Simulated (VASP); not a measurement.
# Ge (diamond): gaps by functional in VASP

```xyz
2
Lattice="0.0000 2.8369 2.8369 2.8369 0.0000 2.8369 2.8369 2.8369 0.0000" Properties=species:S:1:pos:R:3 pbc="T T T"
Ge    0.0000    0.0000    0.0000
Ge    1.4184    1.4184    1.4184
```

All runs share this cell. Band v is the last that the valence electrons fill when counted band by band, and c is the next. A negative gap between them is a band overlap, as in a metal.

```
                       level  gap (eV)  least direct gap (eV)  pressure (GPa)
                         PBE      0.00                   0.00             2.9
                      r²SCAN      0.32                   0.32             0.0
                         LDA      0.00                   0.00            -1.7
                      PBEsol      0.00                   0.00             0.0
PBE with spin–orbit coupling      0.00                   0.00               –
```
